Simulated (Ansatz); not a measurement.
BP (rocksalt type), DFT, r2SCAN, PAW with Ansatz's default frozen-core files, scalar-relativistic (Ansatz 0.2.0), on 1 thread of AMD EPYC 7R43 64-Core Processor (Zen 3) (shared host).

Command: `ansatz run input.yaml --threads 1 --pin off --max-ram 2048MiB --backend cpu --events-out ev --progress --plain --runs-dir out`

```yaml
crystal:
  lattice:
    - [0.0, 2.1159230379, 2.1159230379]
    - [2.1159230379, 0.0, 2.1159230379]
    - [2.1159230379, 2.1159230379, 0.0]
  atoms:
    - { symbol: B, position: [0.0, 0.0, 0.0] }
    - { symbol: P, position: [0.5, 0.5, 0.5] }
kpoints:
  mp_grid: { grid: [17, 17, 17] }
  band_path:
    path:
      - [0.0, 0.0, 0.0]
      - [0.5, 0.0, 0.5]
      - [0.625, 0.25, 0.625]
      - [0.375, 0.375, 0.75]
      - [0.0, 0.0, 0.0]
      - [0.5, 0.5, 0.5]
      - [0.5, 0.25, 0.75]
      - [0.5, 0.0, 0.5]
    npoints: 8
scf:
  occupations: { method: fermi_dirac, width: 0.1 }
hamiltonian:
  xc: r2scan
  pseudopotentials: { kind: paw }
output:
  forces: true
  stress: true
  eigenvalues: true
  populations: true
  dos: { projected: true, de: 0.2, e_range: [-14, 8] }
```

Problem. How large is the problem that the program sets up?

Solution. 165 irreducible k-points, 531 plane waves at Γ, 8 bands.

Problem. About how long does it take?

Solution. 4.2 s of wall time for 6 SCF iterations. Times on shared machines scatter by tens of per cent.
